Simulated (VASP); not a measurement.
# C (Fd-3m) in VASP: single point with PBE0

Aim: the single point of C with PBE0.

Everything below comes from runs of VASP 6.6.1. Logs are shortened: lines on timing, memory, paths and dates and some standing lists are left out, and cuts for length are marked.

**1. Starting point**

Symmetry: Fd-3m, No. 227, cubic system. Conventional cell: a = 3.555 Å, b = 3.555 Å, c = 3.555 Å, α = 90.00°, β = 90.00°, γ = 90.00°. C (site symmetry -43m) has 4 C at 1.54 Å as nearest neighbours.

This isn't the form of C at room conditions, which is graphite.

**2. Single point, PBE0**

Contents of POSCAR:

```
C
1.0
    0.0000000000      1.7774500000      1.7774500000
    1.7774500000      0.0000000000      1.7774500000
    1.7774500000      1.7774500000      0.0000000000
C
2
Direct
    0.5000000000      0.5000000000      0.5000000000
    0.7500000000      0.7500000000      0.7500000000
```

Contents of INCAR.step1:

```
SYSTEM = C
PREC = Accurate
ENCUT = 520
EDIFF = 1E-5
ISMEAR = 0
SIGMA = 0.02
LREAL = .False.
LASPH = .True.
NELM = 80
ALGO = Normal
ISIF = 2
LWAVE = .True.
LCHARG = .False.
NBANDS = 11
GGA = PE
```

Contents of INCAR.step2:

```
SYSTEM = C
PREC = Accurate
ENCUT = 520
EDIFF = 1E-6
ISMEAR = 0
SIGMA = 0.02
LREAL = .False.
LASPH = .True.
NELM = 80
ALGO = Normal
ISIF = 2
LWAVE = .False.
LCHARG = .False.
GGA = PE
LHFCALC = .True.
AEXX = 0.25
PRECFOCK = Fast
NBANDS = 11
ISTART = 1
```

Contents of KPOINTS:

```
Automatic mesh
0
Gamma
  8 8 8
  0 0 0
```

Potentials or basis: VASP PAW PBE potentials, release 64 (C).

Launch:

```
cat potpaw_PBE.64/C/POTCAR > POTCAR
cp INCAR.step1 INCAR
mpirun -np 1 vasp_std > vasp.out
cp INCAR.step2 INCAR
mpirun -np 1 vasp_std > vasp.out
```

OUTCAR:

```text
SYSTEM = C
   PREC = Accurate
   ENCUT = 520
   EDIFF = 1E-6
   ISMEAR = 0
   LREAL = .False.
   LASPH = .True.
   NELM = 80
   ISIF = 2
   GGA = PE
   LHFCALC = .True.
   AEXX = 0.25
   PRECFOCK = Fast
   ISTART = 1

 ion  position               nearest neighbor table
   1  0.500  0.500  0.500-   2 1.54   2 1.54   2 1.54   2 1.54
   2  0.750  0.750  0.750-   1 1.54   1 1.54   1 1.54   1 1.54

  LATTYP: Found a face centered cubic cell.
 ALAT       =     3.5549000000

  Lattice vectors:

 A1 = (   0.0000000000,   1.7774500000,   1.7774500000)
 A2 = (   1.7774500000,   0.0000000000,   1.7774500000)
 A3 = (   1.7774500000,   1.7774500000,   0.0000000000)

Analysis of symmetry for initial positions (statically):
=====================================================================
 Subroutine PRICEL returns:
 Original cell was already a primitive cell.

 Routine SETGRP: Setting up the symmetry group for a
 face centered cubic supercell.

 Subroutine GETGRP returns: Found 48 space group operations
 (whereof 24 operations were pure point group operations)
 out of a pool of 48 trial point group operations.

The static configuration has the point symmetry T_d .
 The point group associated with its full space group is O_h .

Analysis of symmetry for dynamics (positions and initial velocities):
=====================================================================
 Subroutine PRICEL returns:
 Original cell was already a primitive cell.

 Routine SETGRP: Setting up the symmetry group for a
 face centered cubic supercell.

 Subroutine GETGRP returns: Found 48 space group operations
 (whereof 24 operations were pure point group operations)
 out of a pool of 48 trial point group operations.

The dynamic configuration has the point symmetry T_d .
 The point group associated with its full space group is O_h .

 Subroutine INISYM returns: Found 48 space group operations
 (whereof 24 operations are pure point group operations),
 and found     1 'primitive' translations

----------------------------------------------------------------------------------------

                                     Primitive cell

  volume of cell :      11.2311

  direct lattice vectors                    reciprocal lattice vectors
     0.000000000  1.777450000  1.777450000    -0.281301865  0.281301865  0.281301865
     1.777450000  0.000000000  1.777450000     0.281301865 -0.281301865  0.281301865
     1.777450000  1.777450000  0.000000000     0.281301865  0.281301865 -0.281301865

  length of vectors
     2.513693896  2.513693896  2.513693896     0.487229122  0.487229122  0.487229122

  position of ions in fractional coordinates (direct lattice)
     0.500000000  0.500000000  0.500000000
     0.750000000  0.750000000  0.750000000

  ion indices of the primitive-cell ions
   primitive index   ion index
                 1           1
                 2           2

----------------------------------------------------------------------------------------

 KPOINTS: Automatic mesh

Automatic generation of k-mesh.
 Grid dimensions read from file:
 generate k-points for:    8    8    8

 Generating k-lattice:

  Cartesian coordinates                     Fractional coordinates (reciprocal lattice)
    -0.035162733  0.035162733  0.035162733     0.125000000  0.000000000  0.000000000
     0.035162733 -0.035162733  0.035162733     0.000000000  0.125000000  0.000000000
     0.035162733  0.035162733 -0.035162733     0.000000000  0.000000000  0.125000000

  Length of vectors
     0.060903640  0.060903640  0.060903640

  Shift w.r.t. Gamma in fractional coordinates (k-lattice)
     0.000000000  0.000000000  0.000000000

 Subroutine IBZKPT returns following result:
 ===========================================

 Found     29 irreducible k-points:

 Following reciprocal coordinates:
            Coordinates               Weight
  0.000000  0.000000  0.000000      1.000000
  0.125000  0.000000  0.000000      8.000000
  0.250000  0.000000  0.000000      8.000000
  0.375000  0.000000  0.000000      8.000000
  0.500000  0.000000  0.000000      4.000000
  0.125000  0.125000  0.000000      6.000000
[... 16 lines left out ...]
  0.500000  0.250000  0.125000     48.000000
 -0.375000  0.250000  0.125000     24.000000
 [... further k-points ...]
   k-points           NKPTS =     29   k-points in BZ     NKDIM =    512   number of bands    NBANDS=     11
   number of dos      NEDOS =    301   number of ions     NIONS =      2
   total plane-waves  NPLWV =   8000
   dimension x,y,z NGX =    20 NGY =   20 NGZ =   20
   dimension x,y,z NGXF=    40 NGYF=   40 NGZF=   40
   ions per type =               2
   NGX,Y,Z   is equivalent  to a cutoff of  13.23, 13.23, 13.23 a.u.
   NGXF,Y,Z  is equivalent  to a cutoff of  26.45, 26.45, 26.45 a.u.
 SYSTEM =  C
   PREC   = accura    normal or accurate (medium, high low for compatibility)
   ISTART =      1    job   : 0-new  1-cont  2-samecut
   ICHARG =      0    charge: 1-file 2-atom 10-const
   ISPIN  =      1    spin polarized calculation?
   LNONCOLLINEAR =      F non collinear calculations
   LSORBIT =      F    spin-orbit coupling
   LASPH  =      T    aspherical Exc in radial PAW
   ENCUT  =  520.0 eV  38.22 Ry    6.18 a.u.   4.67  4.67  4.67*2*pi/ulx,y,z
   NELM   =     80;   NELMIN=  2; NELMDL=  0     # of ELM steps
   EDIFF  = 0.1E-05   stopping-criterion for ELM
   LREAL  =      F    real-space projection
   EDIFFG = 0.1E-04   stopping-criterion for IOM
   NSW    =      0    number of steps for IOM
   IBRION =     -1    ionic relax: 0-MD 1-quasi-New 2-CG
   NFREE  =      0    steps in history (QN), initial steepest desc. (CG)
   ISIF   =      2    stress and relaxation
   ISYM   =      3    0-nonsym 1-usesym 2-fastsym
   POTIM  = 0.5000    time-step for ionic-motion
   TEBEG  =    0.0;   TEEND  =   0.0 temperature during run
   PSTRESS=    0.0 pullay stress
   NELECT =       8.0000    total number of electrons
   NUPDOWN=      -1.0000    fix difference up-down
   EMIN   =  10.00;   EMAX   =-10.00  energy-range for DOS
   EFERMI =   0.00;   METHOD = LEGACY
   ISMEAR =     0;   SIGMA  =   0.02  broadening in eV -4-tet -1-fermi 0-gaus
   EFERMI_NEDOS =   21; number of points for ismear=-14 and -15
   IALGO  =     38    algorithm
   IMIX   =      1    mixing-type and parameters
     AMIX     =   0.40;   BMIX     =  1.00
     AMIX_MAG =   1.60;   BMIX_MAG =  1.00
  volume/ion in A,a.u.               =       5.62        37.90
  Fermi-wavevector in a.u.,A,eV,Ry     =   1.462056  2.762886 29.083932  2.137609
  Thomas-Fermi vector in A             =   2.578315
   LORBIT       =      0    0 simple, 1 ext, 2 COOP (PROOUT), +10 PAW based schemes
   GGA     = PE    functional components
   LHFCALC =     T    Hartree Fock is set to
   PRECFOCK=fast      Normal, Fast or Accurate (Low or Medium for compatibility)
   ENCUT4O =  -1.0   cutoff for four orbital integrals eV
   NKREDX  =     1    reduce k-point grid by
   NKREDY  =     1    reduce k-point grid by
   NKREDZ  =     1    reduce k-point grid by
   AEXX    =    0.2500 exact exchange contribution
   HFSCREEN=    0.0000 screening length (either q_TF or 0.3 A-1)
   HFSCREENC=   0.0000 screening length for correlation (either q_TF or 0.3 A-1)
   ENCUTFOCK=  -1.0 apply spherical cutoff to Coloumb kernel
   IVDW    =     0    specifies the selected vdW correction
   LEPSILON=     F    determine dielectric tensor
   LRPA    =     F    only Hartree local field effects (RPA)
 non-spin polarized calculation
 Gauss-broadening in eV      SIGMA  =   0.02
  energy-cutoff  :      520.00
  volume of cell :       11.23
 maximum number of plane-waves:       314
  NGX = 12; NGY = 12; NGZ = 12

 number of electron       7.9999999 magnetization

 Free energy of the ion-electron system (eV)
  ---------------------------------------------------
  ext. energy  EPLUGINS =         0.00000000
  ---------------------------------------------------
  free energy    TOTEN  =       -22.13238337 eV

  energy without entropy =      -22.13238337  energy(sigma->0) =      -22.13238337

 E-fermi :   9.1494     XC(G=0): -10.4455

 val. band max:        8.8784051539   @ k =   0.0000   0.0000   0.0000
 cond. band min:      14.9458149873   @ k =   0.3750   0.3750   0.0000
 fundamental gap:      6.0674098334
 Fermi energy:         9.1493817429

 k-point     1 :       0.0000    0.0000    0.0000
  band No.  band energies     occupation
      1     -14.8484      2.00000
      2       8.8784      2.00000
      3       8.8784      2.00000
      4       8.8784      2.00000
      5      16.6230      0.00000
      6      16.6230      0.00000
      7      16.6230      0.00000
      8      25.1652      0.00000
      9      30.6519      0.00000
     10      38.0743      0.00000
     11      38.0743      0.00000

 k-point     2 :       0.1250    0.0000    0.0000
  band No.  band energies     occupation
      1     -14.3775      2.00000
      2       6.2315      2.00000
      3       8.1706      2.00000
      4       8.1706      2.00000
      5      17.5622      0.00000
      6      17.5622      0.00000
      7      17.9843      0.00000
      8      25.5478      0.00000
      9      31.3941      0.00000
     10      34.8726      0.00000
     11      34.8726      0.00000

 k-point     3 :       0.2500    0.0000    0.0000
  band No.  band energies     occupation
      1     -12.9788      2.00000
      2       1.5724      2.00000
      3       6.9518      2.00000
      4       6.9518      2.00000
      5      19.0352      0.00000
      6      19.0352      0.00000
      7      19.3665      0.00000
      8      26.4877      0.00000
      9      32.2782      0.00000
     10      33.7875      0.00000
     11      33.7875      0.00000
[... 267 lines left out ...]
 k-point    23 :       0.5000    0.2500    0.1250
  band No.  band energies     occupation
      1      -9.5380      2.00000
      2      -2.0512      2.00000
      3       1.9264      2.00000
      4       4.3621      2.00000
      5      19.1370      0.00000
      6      20.9379      0.00000
      7      24.0605      0.00000
      8      25.0071      0.00000
      9      31.9199      0.00000
     10      34.2384      0.00000
     11      38.0294      0.00000

 k-point    24 :      -0.3750    0.2500    0.1250
  band No.  band energies     occupation
      1      -7.4570      2.00000
      2      -4.8038      2.00000
      3       1.8743      2.00000
      4       3.6980      2.00000
      5      19.4115      0.00000
      6      20.7940      0.00000
      7      24.8680      0.00000
      8      26.7528      0.00000
      9      29.7729      0.00000
     10      36.1323      0.00000
     11      38.1524      0.00000

 [... further k-points ...]

------------------------ aborting loop because EDIFF is reached ----------------------------------------

  FORCE on cell =-STRESS in cart. coord.  units (eV):
  Direction    XX          YY          ZZ          XY          YZ          ZX
  --------------------------------------------------------------------------------------
  -------------------------------------------------------------------------------------
  Total       -0.2075235     -0.2075235     -0.2075235      0.0000000     -0.0000000      0.0000000
  in kB      -29.6043549    -29.6043549    -29.6043549      0.0000000     -0.0000000      0.0000000
  external PRESSURE =     -29.6043549 kB  Pullay stress =       0.0000000 kB

 VOLUME and BASIS-vectors are now :
 -----------------------------------------------------------------------------
  energy-cutoff  :      520.00
  volume of cell :       11.23
      direct lattice vectors                 reciprocal lattice vectors
     0.000000000  1.777450000  1.777450000    -0.281301865  0.281301865  0.281301865
     1.777450000  0.000000000  1.777450000     0.281301865 -0.281301865  0.281301865
     1.777450000  1.777450000  0.000000000     0.281301865  0.281301865 -0.281301865

 POSITION                                       TOTAL-FORCE (eV/Angst)
 -----------------------------------------------------------------------------------
      1.77745      1.77745      1.77745         0.000000      0.000000      0.000000
      2.66617      2.66617      2.66617        -0.000000     -0.000000     -0.000000
 -----------------------------------------------------------------------------------
    total drift:                                0.000000     -0.000000      0.000000

  FREE ENERGIE OF THE ION-ELECTRON SYSTEM (eV)
  ---------------------------------------------------
  free  energy   TOTEN  =       -22.1323833731 eV

  energy  without entropy=      -22.1323833731  energy(sigma->0) =      -22.13238337
```

Wall time 1.9 min (1 thread of Intel Xeon 6975P-C (Granite Rapids), shared host); peak memory 0.12 GiB.

Results:

```yaml
Free_energy: -22.1324 eV
Pressure: -3.0 GPa
Band_gap_on_the_k_mesh: 6.07 eV, indirect (least direct gap 7.74 eV)
```

Caveat: the PAW data sets were made with another functional, which shifts forces and pressure a little. A k mesh can miss the band edges.
